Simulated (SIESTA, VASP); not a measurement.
This is a calculation of Ge (Germanium) for VASP 6.6.1. 

Contents of INCAR:

```
SYSTEM = Ge
ALGO     = Fast           ! electronic algorithm
EDIFF    = 1E-6           ! SCF threshold, eV
EDIFFG   = -0.005         ! ionic threshold
ENCUT    = 630            ! plane-wave cutoff, eV
GGA      = PE             ! functional
IBRION   = 2              ! ionic algorithm
ISIF     = 3              ! what is computed and relaxed
ISMEAR   = -1             ! smearing method
LASPH    = .TRUE.         ! aspherical terms in the spheres
LCHARG   = .FALSE.        ! write CHGCAR
LREAL    = .FALSE.        ! projectors in reciprocal space
LWAVE    = .FALSE.        ! write WAVECAR
NELM     = 80             ! most SCF steps
NSW      = 40             ! ionic steps
PREC     = Accurate       ! precision mode
SIGMA    = 0.05           ! smearing width, eV
```

File KPOINTS:

```
k-points
0
G
  8 8 8
  0 0 0
```

File POSCAR:

```
Ge
1.0
    0.0000000000      2.8289100000      2.8289100000
    2.8289100000      0.0000000000      2.8289100000
    2.8289100000      2.8289100000      0.0000000000
Ge
2
Direct
    0.7500000000      0.7500000000      0.7500000000
    0.5000000000      0.5000000000      0.5000000000
```

Potentials or basis: VASP PAW PBE potentials, release 64 (Ge_d_GW).

Command:

```console
$ cat potpaw_PBE.64/Ge_d_GW/POTCAR > POTCAR
$ mpirun -np 1 vasp_std > vasp.out
```

What does the same run look like in SIESTA 5.4.2? Potentials or basis there: files PseudoDojo sr-pbe-0.4.1-standard, SZP (energy shift 0.002 Ry).

As run (cutoffs and basis follow the program's own potentials, and thresholds, step limits or extra output files can differ):

Ge.fdf

```
SystemName                      Germanium
SystemLabel                     Ge
NumberOfSpecies                 1
NumberOfAtoms                   2
%block ChemicalSpeciesLabel
  1  32 Ge
%endblock ChemicalSpeciesLabel

LatticeConstant                 1.0 Ang
%block LatticeVectors
     0.0000000000     2.8289100000     2.8289100000
     2.8289100000     0.0000000000     2.8289100000
     2.8289100000     2.8289100000     0.0000000000
%endblock LatticeVectors
AtomicCoordinatesFormat         Fractional
%block AtomicCoordinatesAndAtomicSpecies
     0.7500000000     0.7500000000     0.7500000000  1  Ge
     0.5000000000     0.5000000000     0.5000000000  1  Ge
%endblock AtomicCoordinatesAndAtomicSpecies

%block kgrid.MonkhorstPack
    8   0   0  0.0
    0   8   0  0.0
    0   0   8  0.0
%endblock kgrid.MonkhorstPack
XC.Functional                   GGA
XC.Authors                      PBE
PAO.BasisSize                   SZP
PAO.EnergyShift                 0.002 Ry
Mesh.Cutoff                     800 Ry
OccupationFunction              FD
ElectronicTemperature           0.05 eV
MaxSCFIterations                120
SCF.MustConverge                false
SCF.Mixer.Method                Pulay
SCF.Mixer.Weight                0.25
SCF.Mixer.History               8
SCF.DM.Tolerance                5.0e-05
SCF.H.Tolerance                 1.0e-03 eV
WriteForces                     true
Charge.Mulliken                 end
MD.TypeOfRun                    CG
MD.Steps                        40
MD.MaxForceTol                  0.01 eV/Ang
MD.MaxDispl                     0.1 Ang
WriteCoorStep                   true
AtomCoorFormatOut               Fractional
MD.VariableCell                 true
MD.MaxStressTol                 0.1 GPa
```

Potentials or basis: PseudoDojo 0.4 standard NC (PBE files), SZP (energy shift 0.002 Ry).

Launch:

```console
$ siesta < Ge.fdf > Ge.out 2>&1
```

Both were run:

|  | VASP | SIESTA |
| --- | --- | --- |
| Relaxed volume | 23.86 Å³/atom | 24.94 Å³/atom |
| Relaxed cell | a = 4.072 Å, b = 4.072 Å, c = 4.072 Å, α = 60.00°, β = 60.00°, γ = 60.00° | a = 4.132 Å, b = 4.132 Å, c = 4.132 Å, α = 60.00°, β = 60.00°, γ = 60.00° |
| Space group after relaxing | Fd-3m (No. 227) | Fd-3m (No. 227) |
| Pressure after relaxing | 0.0 GPa | 0.0 GPa |

Pressure is positive in compression.
